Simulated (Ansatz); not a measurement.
GeO2 with two functionals, pressure 9 GPa

Take GeO2 in the rutile structure (space group P4_2/mnm, No. 136; a = 4.4875 Å, c = 2.9050 Å) as the base.

(Cell as relaxed with PBE.)

Levels (all Ansatz, a first-principles code, PAW): PBE (420 eV, scalar-relativistic without spin-orbit coupling); r2SCAN (500 eV, without spin-orbit coupling).

Each level relaxes its own structure.

```
base                      PBE    r2SCAN
-------------------  --------  --------
volume per atom       9.75 Å³   9.31 Å³
lattice parameter a  448.8 pm  441.1 pm
band gap              1.23 eV   2.51 eV
```

Now apply this change: cell and atoms relaxed at a pressure of 9 GPa.

```json
[
 {"quantity": "gap character", "PBE": "direct at Γ", "r2SCAN": "…"},
 {"quantity": "lattice parameter a", "PBE": "441.0 pm", "r2SCAN": "…"},
 {"quantity": "mean gap deformation potential ΔEg/Δln V", "PBE": "-11.1 eV", "r2SCAN": "…"},
 {"quantity": "electron mass", "PBE": "0.21 mₑ along c, 0.26 mₑ across (at Γ)", "r2SCAN": "…"}
]
```

Q: What does r2SCAN give?

A: 
- gap character, r2SCAN: direct at Γ
- lattice parameter a, r2SCAN: 435.0 pm
- mean gap deformation potential ΔEg/Δln V, r2SCAN: -13.2 eV
- electron mass, r2SCAN: 0.24 mₑ along c, 0.31 mₑ across (at Γ)

PBE's lattice parameter a lies 6.0 pm above r2SCAN's (1.4 %); PBE's mean gap deformation potential ΔEg/Δln V lies 2.1 eV above r2SCAN's; the two agree on the gap character. Neither level is exact; r2SCAN is the comparison here, not a measurement.

Load acts through the strain it causes; cell and atoms are relaxed under it. Masses are band curvatures over ±0.01 Å⁻¹ around the edge. No phonon test of stability was made. Competing high-pressure phases were not computed.
